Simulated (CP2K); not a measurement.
The system is Sn.

```
Sn
1.0
     4.57264    0.00000    0.00000
     2.28632    3.96002    0.00000
     2.28632    1.32001    3.73354
Sn
2
Direct
  0.75000 0.75000 0.75000
  0.50000 0.50000 0.50000
```

This isn't the form of Sn at room conditions, which is tetragonal (white tin).

Base run:

```yaml
Program: CP2K 2026.2
Functional: PW91
Potentials_or_basis: POTENTIAL_UZH Sn GTH-PBE-q4; TZVP-MOLOPT-PBE-GTH basis
Density_cutoff: 9184 eV
k_mesh: 7 × 7 × 7
Occupations: fermi-dirac, width 0.05 eV
Spin: no spin polarisation
```

Its results: band gap on the k mesh none (metal or under the smearing width); pressure 4.1 GPa.

Question: After a change of settings the same cell gave: band gap on the k mesh none (metal or under the smearing width); pressure 5.5 GPa. Which change was it?
A. functional from PW91 to RPBE
B. functional from PW91 to HLE17
C. functional from PW91 to LDA
D. functional from PW91 to BLYP

Answer: D.

BLYP binds less tightly than PW91, so the same cell stands under more pressure.

Caveats: the potentials were made for another functional, which shifts forces and pressure; spin-orbit coupling is left out, which moves the levels of the heavy elements; the basis of atomic orbitals isn't converged, which shifts pressures, moduli and gaps.
